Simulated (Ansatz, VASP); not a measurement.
**Two plane-wave programs on Ag**

INCAR

```
SYSTEM = Ag
PREC = Accurate ; ENCUT = 520
EDIFF = 1E-7 ; ISMEAR = 0
SIGMA = 0.017 ; LREAL = .False.
LASPH = .True. ; NELM = 100
ALGO = Normal ; ISIF = 2
LWAVE = .False. ; LCHARG = .False.
GGA = PE ; NBANDS = 12
```

File KPOINTS:

```
regular mesh
0
Gamma
  11 11 11
  0 0 0
```

Contents of POSCAR:

```
Ag
1.0
    0.0000000000      2.0427500000      2.0427500000
    2.0427500000      0.0000000000      2.0427500000
    2.0427500000      2.0427500000      0.0000000000
Ag
1
Direct
    0.0000000000      0.0000000000      0.0000000000
```

File input.yaml:

```yaml
crystal:
  lattice:
    - [0.0, 2.04275, 2.04275]
    - [2.04275, 0.0, 2.04275]
    - [2.04275, 2.04275, 0.0]
  atoms:
    - { symbol: Ag, position: [0.0, 0.0, 0.0] }
hamiltonian:
  xc: pbe
  pseudopotentials: { kind: paw }
kpoints:
  mp_grid: { grid: [11, 11, 11] }
scf:
  occupations: { method: gaussian, width: 0.017 }
output:
  forces: true
  stress: true
  eigenvalues: true
```

Alike in both runs: task single point; functional PBE; k mesh 11 × 11 × 11; occupations gaussian, width 0.017 eV; no spin polarisation.

```csv
,VASP,Ansatz
version,VASP 6.6.1,Ansatz 0.2.0
potentials or method,"VASP PAW PBE potentials, release 64 (Ag)",Ansatz PAW
plane-wave cutoff (eV),520,420
valence electrons in the cell,11,19
```

|  | VASP | Ansatz | Ansatz less VASP |
| --- | --- | --- | --- |
| gap on the k mesh at the Fermi level (eV) | none | none | - |
| pressure (GPa) | 4.1 | 4.3 | +0.18 |

A gap of «none» marks a metal or a gap that the smearing closes. The two sets of potentials don't hold the same shells in valence.
